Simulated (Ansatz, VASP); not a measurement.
Two plane-wave programs on InAs

```
CELL_PARAMETERS angstrom
0.00000 2.97721 2.97721
2.97721 0.00000 2.97721
2.97721 2.97721 0.00000
ATOMIC_POSITIONS crystal
In 0.00000 0.00000 0.00000
As 0.75000 0.75000 0.75000
```

Change from the starting cell: volume scaled by 0.96.

Alike in both runs: task single point; functional r2SCAN; k mesh 8 × 8 × 8; occupations fermi-dirac, width 0.05 eV; no spin polarisation.

|  | VASP | Ansatz |
| --- | --- | --- |
| version | VASP 6.6.1 | Ansatz 0.2.0 |
| potentials or method | VASP PAW PBE potentials, release 64 (In_d, As) | Ansatz PAW |
| plane-wave cutoff (eV) | 520 | 500 |
| valence electrons in the cell | 18 | 28 |

|  | VASP | Ansatz | Ansatz less VASP |
| --- | --- | --- | --- |
| gap on the k mesh at the Fermi level (eV) | 0.51 | 0.51 | -0.002 |
| least direct gap on the mesh (eV) | 0.51 | 0.51 | -0.002 |
| pressure (GPa) | 5.3 | 5.3 | -0.01 |

With one functional, cell and mesh, what is left measures potentials, basis and numerics. The two sets of potentials don't hold the same shells in valence.

Caveats: spin-orbit coupling is left out, which moves the levels of the heavy elements; the PAW data sets were made with another functional, which shifts forces and pressure a little (VASP); the PAW data sets come from PBE, with cores solved anew for the run's functional, which leaves a small shift of forces and pressure (Ansatz).
